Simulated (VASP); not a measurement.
# Bi2Se3 (Paraguanajuatite) (R-3m) in VASP: further runs

One crystal, Bi2Se3 (Paraguanajuatite), is run at these levels: PBE; tasks: relaxation of shape and atoms at fixed volume, relaxation of cell and atoms.

All numbers are computed with VASP 6.6.1; they aren't measurements. Logs are shortened: lines on timing, memory, paths and dates and some standing lists are left out, and cuts for length are marked.

### 1 The crystal as given

The structure is trigonal, space group R-3m (No. 166). The conventional cell has a = 4.143 Å, b = 4.143 Å, c = 28.636 Å, α = 90.00°, β = 90.00°, γ = 120.00°. Around Bi (site symmetry 3m) lie 6 Se at 2.85 to 3.07 Å. Around Se (site symmetry -3m) lie 6 Bi at 3.07 Å. Se (site symmetry 3m) has 3 Bi at 2.85 Å as nearest neighbours.

### 2 Relaxation of shape and atoms at fixed volume, PBE (a relaxed cell with its volume scaled by 1.04)

Input file INCAR:

```
PREC     = Accurate       # precision mode
ENCUT    = 300            # plane-wave cutoff, eV
EDIFF    = 1E-7           # SCF threshold, eV
ISMEAR   = 0              # smearing method
SIGMA    = 0.03           # smearing width, eV
LREAL    = F              # projectors in reciprocal space
LASPH    = T              # aspherical terms in the spheres
NELM     = 80             # most SCF steps
ALGO     = Fast           # electronic algorithm
ISIF     = 4              # what is computed and relaxed
LWAVE    = F              # write WAVECAR
LCHARG   = F              # write CHGCAR
GGA      = PE             # functional
IBRION   = 2              # ionic algorithm
NSW      = 40             # ionic steps
EDIFFG   = -0.01          # ionic threshold
```

Input file KPOINTS:

```
regular mesh
0
Gamma
  4 4 4
```

Input file POSCAR:

```
Bi2Se3                                  
1.0
    2.1222689760      1.2252925645     10.4869655495
   -2.1222689760      1.2252925645     10.4869655495
    0.0000000000     -2.4505851291     10.4869655495
  Bi              Se            
     2     3
Direct
     0.3958176902679331    0.3958176902679331    0.3958176902679331
     0.6041823097320670    0.6041823097320670    0.6041823097320670
     1.0000000000000000    1.0000000000000000    1.0000000000000000
     0.2205800627901311    0.2205800627901311    0.2205800627901311
     0.7794199372098689    0.7794199372098689    0.7794199372098689
```

Potentials or basis: VASP PAW PBE potentials, release 64 (Bi, Se).

The run is started by

```
> cat potpaw_PBE.64/Bi/POTCAR potpaw_PBE.64/Se/POTCAR > POTCAR
> mpirun -np 1 vasp_std > vasp.out
```

OUTCAR:

```text
PREC = Accurate
   ENCUT = 300
   EDIFF = 1E-7
   ISMEAR = 0
   LREAL = F
   LASPH = T
   NELM = 80
   ISIF = 4
   GGA = PE
   IBRION = 2
   NSW = 40
   EDIFFG = -0.01

 ion  position               nearest neighbor table
   1  0.396  0.396  0.396-   5 2.92   5 2.92   5 2.92   3 3.14   3 3.14   3 3.14
   2  0.604  0.604  0.604-   4 2.92   4 2.92   4 2.92   3 3.14   3 3.14   3 3.14
   3  0.000  0.000  0.000-   2 3.14   1 3.14   2 3.14   2 3.14   1 3.14   1 3.14
   4  0.221  0.221  0.221-   2 2.92   2 2.92   2 2.92
   5  0.779  0.779  0.779-   1 2.92   1 2.92   1 2.92

  LATTYP: Found a trigonal (rhomboedric) cell.
 ALAT       =    10.7694853132
 COS(alpha) =     0.9223322096

  Lattice vectors:

 A1 = (   2.1222689760,   1.2252925645,  10.4869655495)
 A2 = (  -2.1222689760,   1.2252925645,  10.4869655495)
 A3 = (   0.0000000000,  -2.4505851291,  10.4869655495)

Analysis of symmetry for initial positions (statically):
=====================================================================
 Subroutine PRICEL returns:
 Original cell was already a primitive cell.

 Routine SETGRP: Setting up the symmetry group for a
 trigonal (rhombohedral) supercell.

 Subroutine GETGRP returns: Found 12 space group operations
 (whereof 12 operations were pure point group operations)
 out of a pool of 12 trial point group operations.

The static configuration has the point symmetry D_3d.

Analysis of symmetry for dynamics (positions and initial velocities):
=====================================================================
 Subroutine PRICEL returns:
 Original cell was already a primitive cell.

 Routine SETGRP: Setting up the symmetry group for a
 trigonal (rhombohedral) supercell.

 Subroutine GETGRP returns: Found 12 space group operations
 (whereof 12 operations were pure point group operations)
 out of a pool of 12 trial point group operations.

The dynamic configuration has the point symmetry D_3d.

 Subroutine INISYM returns: Found 12 space group operations
 (whereof 12 operations are pure point group operations),
 and found     1 'primitive' translations

----------------------------------------------------------------------------------------

                                     Primitive cell

  volume of cell :     163.6219

  direct lattice vectors                    reciprocal lattice vectors
     2.122268976  1.225292564 10.486965550     0.235596904  0.136021936  0.031785489
    -2.122268976  1.225292564 10.486965550    -0.235596904  0.136021936  0.031785489
     0.000000000 -2.450585129 10.486965550     0.000000000 -0.272043872  0.031785489

  length of vectors
    10.769485313 10.769485313 10.769485313     0.273894479  0.273894479  0.273894479

  position of ions in fractional coordinates (direct lattice)
     0.395817690  0.395817690  0.395817690
     0.604182310  0.604182310  0.604182310
     0.000000000  0.000000000  0.000000000
     0.220580063  0.220580063  0.220580063
     0.779419937  0.779419937  0.779419937

  ion indices of the primitive-cell ions
   primitive index   ion index
                 1           1
                 2           2
                 3           3
                 4           4
                 5           5

----------------------------------------------------------------------------------------

 KPOINTS: regular mesh

Automatic generation of k-mesh.
 Grid dimensions read from file:
 generate k-points for:    4    4    4

 Generating k-lattice:

  Cartesian coordinates                     Fractional coordinates (reciprocal lattice)
     0.058899226  0.034005484  0.007946372     0.250000000  0.000000000 -0.000000000
    -0.058899226  0.034005484  0.007946372     0.000000000  0.250000000 -0.000000000
     0.000000000 -0.068010968  0.007946372     0.000000000  0.000000000  0.250000000

  Length of vectors
     0.068473620  0.068473620  0.068473620

  Shift w.r.t. Gamma in fractional coordinates (k-lattice)
     0.000000000  0.000000000  0.000000000

 Subroutine IBZKPT returns following result:
 ===========================================

[... 34 lines left out ...]
   NELM   =     80;   NELMIN=  2; NELMDL= -5     # of ELM steps
   EDIFF  = 0.1E-06   stopping-criterion for ELM
   LREAL  =      F    real-space projection
   EDIFFG = -.1E-01   stopping-criterion for IOM
   NSW    =     40    number of steps for IOM
   IBRION =      2    ionic relax: 0-MD 1-quasi-New 2-CG
   NFREE  =      1    steps in history (QN), initial steepest desc. (CG)
   ISIF   =      4    stress and relaxation
   ISYM   =      2    0-nonsym 1-usesym 2-fastsym
   POTIM  = 0.5000    time-step for ionic-motion
   TEBEG  =    0.0;   TEEND  =   0.0 temperature during run
   PSTRESS=    0.0 pullay stress
   NELECT =      28.0000    total number of electrons
   NUPDOWN=      -1.0000    fix difference up-down
   EMIN   =  10.00;   EMAX   =-10.00  energy-range for DOS
   EFERMI =   0.00;   METHOD = LEGACY
   ISMEAR =     0;   SIGMA  =   0.03  broadening in eV -4-tet -1-fermi 0-gaus
   EFERMI_NEDOS =   21; number of points for ismear=-14 and -15
   IALGO  =     68    algorithm
   IMIX   =      4    mixing-type and parameters
     AMIX     =   0.40;   BMIX     =  1.00
     AMIX_MAG =   1.60;   BMIX_MAG =  1.00
  volume/ion in A,a.u.               =      32.72       220.83
  Fermi-wavevector in a.u.,A,eV,Ry     =   0.908895  1.717563 11.239640  0.826090
  Thomas-Fermi vector in A             =   2.032875
   LORBIT       =      0    0 simple, 1 ext, 2 COOP (PROOUT), +10 PAW based schemes
   GGA     = PE    functional components
   LHFCALC =     F    Hartree Fock is set to
   AEXX    =    0.0000 exact exchange contribution
   IVDW    =     0    specifies the selected vdW correction
   LEPSILON=     F    determine dielectric tensor
   LRPA    =     F    only Hartree local field effects (RPA)
 conjugate gradient relaxation of ions
 non-spin polarized calculation
 RMM-DIIS sequential band-by-band and
 Gauss-broadening in eV      SIGMA  =   0.03
  energy-cutoff  :      300.00
  volume of cell :      163.62
 maximum number of plane-waves:      1956
 NGX is ok and might be reduce to    64
   NGX = 31   NGY = 31   NGZ = 31

--------------------------------------- Ionic step        1  -------------------------------------------

 number of electron      27.9999998 magnetization

 Free energy of the ion-electron system (eV)
  ---------------------------------------------------
  ext. energy  EPLUGINS =         0.00000000
  ---------------------------------------------------
  free energy    TOTEN  =       -20.20641082 eV

  energy without entropy =      -20.20641082  energy(sigma->0) =      -20.20641082

------------------------ aborting loop because EDIFF is reached ----------------------------------------

  FORCE on cell =-STRESS in cart. coord.  units (eV):
  Direction    XX          YY          ZZ          XY          YZ          ZX
  --------------------------------------------------------------------------------------
  -------------------------------------------------------------------------------------
  Total       -1.9911126     -1.9911126     -1.8507601      0.0000000      0.0000000      0.0000000
  in kB      -19.4968790    -19.4968790    -18.1225541      0.0000000      0.0000000      0.0000000
  external PRESSURE =     -19.0387707 kB  Pullay stress =       0.0000000 kB
[... 297 lines left out ...]
  energy  without entropy=      -20.2440575531  energy(sigma->0) =      -20.24405755

--------------------------------------- Ionic step        9  -------------------------------------------

 number of electron      28.0000001 magnetization

 Free energy of the ion-electron system (eV)
  ---------------------------------------------------
  ext. energy  EPLUGINS =         0.00000000
  ---------------------------------------------------
  free energy    TOTEN  =       -20.24418157 eV

  energy without entropy =      -20.24418157  energy(sigma->0) =      -20.24418157

 E-fermi :   2.6787     XC(G=0):  -8.6113

 val. band max:        2.5324925739   @ k =   0.5000   0.2500   0.2500
 cond. band min:       3.3018498760   @ k =   0.0000   0.0000   0.0000
 fundamental gap:      0.7693573021
 Fermi energy:         2.6786511691

 k-point     1 :       0.0000    0.0000    0.0000
  band No.  band energies     occupation
      1     -11.0487      2.00000
      2     -10.5355      2.00000
      3      -9.4535      2.00000
      4      -6.5664      2.00000
      5      -5.5601      2.00000
      6       0.9735      2.00000
[... 10 lines left out ...]
     17       4.6049      0.00000
     18       5.0985      0.00000
[... 282 lines left out ...]
  FREE ENERGIE OF THE ION-ELECTRON SYSTEM (eV)
  ---------------------------------------------------
  free  energy   TOTEN  =       -20.2441815664 eV

  energy  without entropy=      -20.2441815664  energy(sigma->0) =      -20.24418157

 reached required accuracy - stopping structural energy minimisation
```

Run time: 8.8 min. Hardware: 1 thread of Intel Xeon 6975P-C (Granite Rapids), shared host; peak memory 0.57 GiB.

What came out:

```yaml
Free_energy: -20.2442 eV
Energy_gained_by_relaxing: 7.6 meV/atom
Ionic_steps: 9
Pressure_after_relaxing: -0.1 GPa
Largest_force_after_relaxing: 0.004 eV/Å
Band_gap_on_the_k_mesh: 0.77 eV, indirect (least direct gap 0.86 eV)
```

Forces in eV/Å, atoms in the order of the input:
```
Bi   0.000  0.000  0.000
Bi   0.000  0.000  0.000
Se   0.000  0.000  0.000
Se   0.000  0.000  0.004
Se   0.000  0.000 -0.004
```

Step by step:
| step | energy change (eV) | largest force (eV/Å) | pressure (GPa) |
| --- | --- | --- | --- |
| 1 | 0.0000 | 0.3014 | -1.90 |
| 2 | -0.0077 | 0.1954 | -1.67 |
| 3 | -0.0115 | 0.2011 | -1.34 |
| 4 | -0.0170 | 0.1832 | -1.20 |
| 5 | -0.0299 | 0.1262 | -0.76 |
| 6 | -0.0370 | 0.0277 | 0.20 |
| 7 | -0.0377 | 0.0316 | -0.04 |
| 8 | -0.0376 | 0.0336 | -0.13 |
| 9 | -0.0378 | 0.0039 | -0.08 |

Final structure:
```yaml
crystal:
  lattice:
    - [2.09446, 1.20924, 10.76732]
    - [-2.09446, 1.20924, 10.76732]
    - [0.00000, -2.41847, 10.76732]
  atoms:
    - { symbol: Bi, position: [0.39350, 0.39350, 0.39350] }
    - { symbol: Bi, position: [0.60650, 0.60650, 0.60650] }
    - { symbol: Se, position: [0.00000, 0.00000, 0.00000] }
    - { symbol: Se, position: [0.22488, 0.22488, 0.22488] }
    - { symbol: Se, position: [0.77512, 0.77512, 0.77512] }
```

Levels at points of the mesh, in eV from the valence-band top:
```
           k point  band 12  band 13  band 14  band 15  band 16  band 17
(0.00, 0.00, 0.00)    -0.66    -0.66    -0.09     0.77     2.07     2.07
(0.50, 0.00, 0.00)    -1.07    -0.76    -0.44     1.55     2.75     3.15
(0.50, 0.50, 0.00)    -0.94    -0.82    -0.68     1.75     2.69     2.87
(0.50, 0.50, 0.50)    -0.68    -0.68    -0.32     0.86     2.11     2.11
```

Caveat: the k mesh is coarse (spacing up to 0.43 Å⁻¹), so the values aren't converged; spin-orbit coupling is left out, which as a rule narrows the gap of such compounds by several tenths of an eV.

### 3 Relaxation of shape and atoms at fixed volume, PBE (a relaxed cell with its volume scaled by 1.06)

INCAR is that of step 2.

KPOINTS is that of step 2.

POSCAR, as its differences from that of step 2:

```diff
@@ -2,5 +2,5 @@
 1.0
-    2.1222689760      1.2252925645     10.4869655495
-   -2.1222689760      1.2252925645     10.4869655495
-    0.0000000000     -2.4505851291     10.4869655495
+    2.1357869772      1.2330971862     10.5537633094
+   -2.1357869772      1.2330971862     10.5537633094
+    0.0000000000     -2.4661943725     10.5537633094
   Bi              Se
```

Potentials or basis: VASP PAW PBE potentials, release 64 (Bi, Se).

The run is started by

```
> cat potpaw_PBE.64/Bi/POTCAR potpaw_PBE.64/Se/POTCAR > POTCAR
> mpirun -np 1 vasp_std > vasp.out
```

Run time: 8.3 min. Hardware: 1 thread of Intel Xeon 6975P-C (Granite Rapids), shared host; peak memory 0.56 GiB.

It converged, with:

```
Free energy                  : -20.2427 eV
Energy gained by relaxing    : 16.3 meV/atom
Ionic steps                  : 8
Pressure after relaxing      : -0.1 GPa
Largest force after relaxing : 0.005 eV/Å
Band gap on the k mesh       : 0.78 eV, indirect (least direct gap 0.93 eV)
```

Forces on the atoms (eV/Å):
```
Bi   0.000  0.000  0.005
Bi   0.000  0.000 -0.005
Se   0.000  0.000  0.000
Se   0.000  0.000 -0.004
Se   0.000  0.000  0.004
```

The path:
```
step  energy change (eV)  largest force (eV/Å)  pressure (GPa)
   1              0.0000                0.4334           -2.71
   2             -0.0161                0.2869           -2.39
   3             -0.0246                0.2718           -1.94
   4             -0.0357                0.2477           -1.76
   5             -0.0621                0.1709           -1.20
   6             -0.0812                0.0073            0.03
   7             -0.0815                0.0121           -0.10
   8             -0.0817                0.0049           -0.08
```

Final structure:
```cif
data_structure
_symmetry_space_group_name_H-M 'P 1'
_symmetry_Int_Tables_number 1
_cell_length_a 11.2261
_cell_length_b 11.2261
_cell_length_c 11.2261
_cell_angle_alpha 21.517
_cell_angle_beta 21.517
_cell_angle_gamma 21.517
_cell_volume 166.77
loop_
_atom_site_label
_atom_site_type_symbol
_atom_site_fract_x
_atom_site_fract_y
_atom_site_fract_z
_atom_site_occupancy
Bi1 Bi 0.39234 0.39234 0.39234 1
Bi2 Bi 0.60766 0.60766 0.60766 1
Se1 Se 0.00000 0.00000 0.00000 1
Se2 Se 0.22699 0.22699 0.22699 1
Se3 Se 0.77301 0.77301 0.77301 1
```

Levels at points of the mesh, in eV from the valence-band top:
| k point | band 11 | band 12 | band 13 | band 14 | band 15 | band 16 | band 17 | band 18 |
| --- | --- | --- | --- | --- | --- | --- | --- | --- |
| (0.00, 0.00, 0.00) | -1.01 | -0.65 | -0.65 | -0.15 | 0.78 | 2.09 | 2.09 | 2.58 |
| (0.50, 0.00, 0.00) | -1.81 | -1.02 | -0.75 | -0.46 | 1.59 | 2.79 | 3.13 | 3.51 |
| (0.50, 0.50, 0.00) | -1.59 | -0.92 | -0.79 | -0.65 | 1.76 | 2.76 | 2.88 | 3.49 |
| (0.50, 0.50, 0.50) | -0.69 | -0.66 | -0.66 | -0.37 | 0.85 | 2.12 | 2.12 | 2.55 |

Caveat: the k mesh is coarse (spacing up to 0.43 Å⁻¹), so the values aren't converged; spin-orbit coupling is left out, which as a rule narrows the gap of such compounds by several tenths of an eV. A k mesh can miss the band edges.

### 4 Relaxation of cell and atoms, PBE

Input file INCAR:

```
PREC = Accurate ; ENCUT = 600
EDIFF = 1E-6 ; ISMEAR = 0
SIGMA = 0.03 ; LREAL = F
LASPH = T ; NELM = 80
ALGO = Normal ; ISIF = 3
LWAVE = F ; LCHARG = F
GGA = PE ; IBRION = 2
NSW = 90 ; EDIFFG = -0.01
KPAR = 2
```

Input file KPOINTS:

```
Automatic mesh
0
Gamma
  8 8 8
```

Input file POSCAR:

```
Bi2Se3
1.0
    2.0715000000      1.1959810826      9.5453333333
   -2.0715000000      1.1959810826      9.5453333333
    0.0000000000     -2.3919621653      9.5453333333
Bi Se
2 3
Direct
    0.4008000000      0.4008000000      0.4008000000
    0.5992000000      0.5992000000      0.5992000000
    0.0000000000      0.0000000000      0.0000000000
    0.2117000000      0.2117000000      0.2117000000
    0.7883000000      0.7883000000      0.7883000000
```

Potentials or basis: VASP PAW PBE potentials, release 64 (Bi_d, Se).

The run is started by

```
> cat potpaw_PBE.64/Bi_d/POTCAR potpaw_PBE.64/Se/POTCAR > POTCAR
> mpirun -np 2 vasp_std > vasp.out
```

It took 1.6 h on 2 MPI ranks of Intel Xeon 6975P-C (Granite Rapids), shared host; peak memory 1.3 GiB.

The run converged. Its results:

- Free energy: -20.2342 eV
- Relaxed volume: 31.37 Å³/atom
- Relaxed cell: a = 10.577 Å, b = 10.577 Å, c = 10.577 Å, α = 22.87°, β = 22.87°, γ = 22.87°
- Space group after relaxing (to 0.05 Å): R-3m (No. 166)
- Energy gained by relaxing: 15.8 meV/atom
- Ionic steps: 24
- Pressure after relaxing: 0.0 GPa
- Largest force after relaxing: 0.004 eV/Å
- Band gap on the k mesh: 0.63 eV, direct

Forces on the atoms (eV/Å):
```
Bi   0.000  0.000 -0.004
Bi   0.000  0.000  0.004
Se   0.000  0.000  0.000
Se   0.000  0.000  0.001
Se   0.000  0.000 -0.001
```

Step by step:
| step | energy change (eV) | largest force (eV/Å) | pressure (GPa) | volume (Å³) |
| --- | --- | --- | --- | --- |
| 1 | 0.0000 | 0.1713 | 2.59 | 141.89 |
| 2 | -0.0244 | 0.3961 | -1.48 | 151.54 |
| 3 | -0.0453 | 0.1773 | 0.06 | 147.50 |
| 4 | -0.0479 | 0.1439 | 0.03 | 147.87 |
| 5 | -0.0520 | 0.1492 | -0.03 | 149.00 |
| 6 | -0.0548 | 0.1258 | 0.00 | 149.16 |
| 7 | -0.0617 | 0.0623 | 0.08 | 149.66 |
| 8 | -0.0690 | 0.0696 | 0.26 | 150.64 |
| 9 | -0.0696 | 0.1191 | 0.35 | 151.00 |
| 10 | -0.0716 | 0.1205 | 0.18 | 151.83 |
| 11 | -0.0741 | 0.1244 | -0.21 | 153.93 |
| 12 | -0.0765 | 0.0593 | -0.08 | 154.26 |
| 13 | -0.0776 | 0.0225 | 0.06 | 154.61 |
| 14 | -0.0776 | 0.0360 | 0.09 | 154.67 |
| 15 | -0.0779 | 0.0449 | 0.01 | 155.16 |
| 16 | -0.0779 | 0.0513 | -0.04 | 155.50 |
| 17 | -0.0782 | 0.0340 | -0.04 | 155.62 |
| 18 | -0.0786 | 0.0353 | -0.05 | 155.99 |
| 19 | -0.0787 | 0.0130 | 0.06 | 155.85 |
| 20 | -0.0787 | 0.0139 | 0.07 | 155.86 |
| 21 | -0.0789 | 0.0047 | 0.07 | 156.13 |
| 22 | -0.0790 | 0.0122 | 0.07 | 156.54 |
| 23 | -0.0790 | 0.0182 | -0.11 | 157.22 |
| 24 | -0.0791 | 0.0039 | -0.02 | 156.84 |

Final structure:
```yaml
crystal:
  lattice:
    - [2.09695, 1.21067, 10.29644]
    - [-2.09695, 1.21067, 10.29644]
    - [0.00000, -2.42135, 10.29644]
  atoms:
    - { symbol: Bi, position: [0.39641, 0.39641, 0.39641] }
    - { symbol: Bi, position: [0.60359, 0.60359, 0.60359] }
    - { symbol: Se, position: [0.00000, 0.00000, 0.00000] }
    - { symbol: Se, position: [0.21967, 0.21967, 0.21967] }
    - { symbol: Se, position: [0.78033, 0.78033, 0.78033] }
```

Levels at points of the mesh, in eV from the valence-band top:
```
           k point  band 22  band 23  band 24  band 25  band 26  band 27
(0.00, 0.00, 0.00)    -0.77    -0.77     0.00     0.63     1.91     1.91
(0.50, 0.00, 0.00)    -1.31    -0.85    -0.44     1.35     2.54     3.16
(0.50, 0.50, 0.00)    -1.13    -0.98    -0.78     1.68     2.45     2.79
(0.50, 0.50, 0.50)    -0.82    -0.82    -0.26     0.79     2.01     2.01
```

Caveat: spin-orbit coupling is left out, which as a rule narrows the gap of such compounds by several tenths of an eV; the volume moved by +11 % from the deposited cell, more than functionals usually miss. A hybrid or GW would open this gap; PBE tends to underestimate it.

### 5 The runs side by side

| task | potentials or basis | cell | k mesh | cutoff (eV) | mesh quality | gap on the mesh (eV) | pressure (GPa) |
| --- | --- | --- | --- | --- | --- | --- | --- |
| relaxation of shape and atoms at fixed volume | VASP PAW PBE potentials, release 64 (Bi, Se) | atoms relaxed at fixed volume from: a relaxed cell with its volume scaled by 1.04 | 4 × 4 × 4 | 300 | coarse | 0.77 | -0.1 |
| relaxation of shape and atoms at fixed volume | VASP PAW PBE potentials, release 64 (Bi, Se) | atoms relaxed at fixed volume from: a relaxed cell with its volume scaled by 1.06 | 4 × 4 × 4 | 300 | coarse | 0.78 | -0.1 |
| relaxation of cell and atoms | VASP PAW PBE potentials, release 64 (Bi_d, Se) | relaxed | 8 × 8 × 8 | 600 | not flagged | 0.63 | 0.0 |

Alike in all rows: level PBE; no spin polarisation; smearing gaussian 0.03 eV.

Caveats: some runs use coarse meshes; spin-orbit coupling is left out, which as a rule narrows the gap of such compounds by several tenths of an eV; the volume moved by +11 % from the deposited cell, more than functionals usually miss (some runs).

Total energies depend on the potentials used, so only differences within one code and one set of settings carry meaning.
